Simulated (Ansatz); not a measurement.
# Cu6H: the cost of one run

Method: DFT PBEsol, scalar-relativistic, plane waves, PAW, in Ansatz 0.2.0.

3 further runs of the same task are left out: 1 that didn't finish, 2 set aside as unsound or not needed.

**1. The starting structure**

It takes space group Pmm2 (No. 25, orthorhombic). The conventional cell has a = 2.520 Å, b = 3.563 Å, c = 23.299 Å, α = 90.00°, β = 90.00°, γ = 90.00°. Around Cu (site symmetry mm2) lie 7 Cu at 2.52 Å. Around Cu (site symmetry mm2) lie 11 Cu at 2.50 to 2.52 Å. Cu (site symmetry mm2) is surrounded by 12 Cu at 2.51 to 2.56 Å. Cu (site symmetry mm2) has 12 Cu at 2.44 to 2.55 Å in its first shell of neighbours. Cu (site symmetry mm2) is surrounded by 11 Cu at 2.46 to 2.56 Å. Cu (site symmetry mm2) has 7 Cu at 2.44 to 2.52 Å in its first shell of neighbours.

As a file:

```cif
data_structure
_symmetry_space_group_name_H-M 'P 1'
_symmetry_Int_Tables_number 1
_cell_length_a 2.5197
_cell_length_b 3.5634
_cell_length_c 23.2992
_cell_angle_alpha 90.000
_cell_angle_beta 90.000
_cell_angle_gamma 90.000
_cell_volume 209.19
loop_
_atom_site_label
_atom_site_type_symbol
_atom_site_fract_x
_atom_site_fract_y
_atom_site_fract_z
_atom_site_occupancy
Cu1 Cu 0.50000 0.50000 0.36482 1
Cu2 Cu 0.00000 0.00000 0.41889 1
Cu3 Cu 0.50000 0.50000 0.47296 1
Cu4 Cu 0.00000 0.00000 0.52639 1
Cu5 Cu 0.50000 0.50000 0.58284 1
Cu6 Cu 0.00000 0.00000 0.63114 1
```

Planes are indexed in the bulk's conventional cell (Fm-3m (No. 225)), a = 3.563 Å, b = 3.563 Å, c = 3.563 Å, α = 90.00°, β = 90.00°, γ = 90.00°.

It is a (110) slab, 6.3 Å thick as cut, with 17 Å of vacuum; its outer planes are Cu (top) and Cu (bottom). An earlier relaxation, lower half held, gave -39530.4265 eV, work function 4.61 eV (top face), 4.58 eV (bottom face).

**2. Start: H, top (Cu)**

input.yaml

```yaml
crystal:
  lattice:
    - [2.5196845176, 0.0, 0.0]
    - [0.0, 3.5633720176, 0.0]
    - [0.0, 0.0, 25.2992112939]
  atoms:
    - { symbol: Cu, position: [0.5, 0.5, 0.3359788533] }
    - { symbol: Cu, position: [0.0, 0.0, 0.3857765425] }
    - { symbol: Cu, position: [0.5, 0.5, 0.4355742315] }
    - { symbol: Cu, position: [0.0, 0.0, 0.4847739503] }
    - { symbol: Cu, position: [0.5, 0.5, 0.5367621201] }
    - { symbol: Cu, position: [0.0, 0.0, 0.5812475704] }
    - { symbol: H, position: [0.0, 0.0, 0.6460717256] }
basis:
  ecutwfc: 420
kpoints:
  mp_grid: { grid: [11, 8, 1] }
hamiltonian:
  xc: pbesol
scf:
  occupations: { method: gaussian, width: 0.1 }
output:
  forces: true
  eigenvalues: true
  write_density: true
  write_potential: true
  elf: true
  volumetric_format: npy
relax:
  adjacent_minimum: "off"
  f_tol: 0.03
  max_steps: 70
  constraints: [{ sites: [0, 1, 2] }]
efield:
  axis: 3
  dipole_correction: true
  ramp_width: 0.04
```

Launch:

```console
$ ansatz run input.yaml --threads 2 --pin off --max-ram 5120MiB --backend cpu --events-out ev --progress --plain --runs-dir out
```

**Question.** How long does this run take on 2 threads of Intel Xeon 6975P-C (Granite Rapids), shared host, and how much memory does it need?

About 78 s, with a peak of 0.75 GiB.
